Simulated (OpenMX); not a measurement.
## BaTiO3 (Barioperovskite) in OpenMX: the effect of biaxial strain

The system is BaTiO3 (Barioperovskite).

```
CELL_PARAMETERS angstrom
3.82608 0.00000 0.00000
0.00000 2.72342 2.84515
0.00000 -2.72342 2.84515
ATOMIC_POSITIONS crystal
Ba 0.00000 0.00000 0.00000
Ti 0.50000 0.51240 0.51240
O 0.50000 0.99184 0.50524
O 0.50000 0.50524 0.99184
O 0.00000 0.48740 0.48740
```

Alike in all runs:

| Quantity | Value |
| --- | --- |
| Program | OpenMX 3.8.5 |
| Task | band structure |
| Functional | PBE |
| Potentials or basis | OpenMX 2013 PBE set, Ba10.0-s3p2d2, Ti7.0-s3p2d2, O6.0-s2p2d1, grid cutoff 400 Ry |
| k mesh | 5 × 5 × 5 |
| Occupations | fermi-dirac, width 0.05 eV |
| Spin | no spin polarisation |

| biaxial strain | gap on the mesh (eV) | pressure (GPa) | largest force (eV/Å) |
| --- | --- | --- | --- |
| -4 % | 1.68 | 21.8 | 0.37 |
| -2 % | ? | ? | ? |
| 0 % | 1.62 | 3.8 | 0.48 |
| 2 % | 1.55 | -2.6 | 0.61 |
| 4 % | 1.47 | -7.6 | 0.73 |

Problem. What does the run with biaxial strain -2 % give?

Solution. gap on the mesh 1.67 eV; pressure 11.9 GPa; largest force 0.34 eV/Å.

Worked out: A parabola through the other rows of the gap on the mesh, of slope -0.0158 eV per % there, gives 1.66 eV, against the run's 1.67. A parabola through the other rows of the pressure, of slope -4.48 GPa per % there, gives 12.0 GPa, against the run's 11.9. A parabola through the other rows of the largest force, of slope 0.0304 eV/Å per % there, gives 0.41 eV/Å, against the run's 0.34.

Caveats: spin-orbit coupling is left out, which moves the levels of the heavy elements; the mesh misses the band edges, which the band path finds closer together; the basis of atomic orbitals isn't converged, which shifts pressures, moduli and gaps.
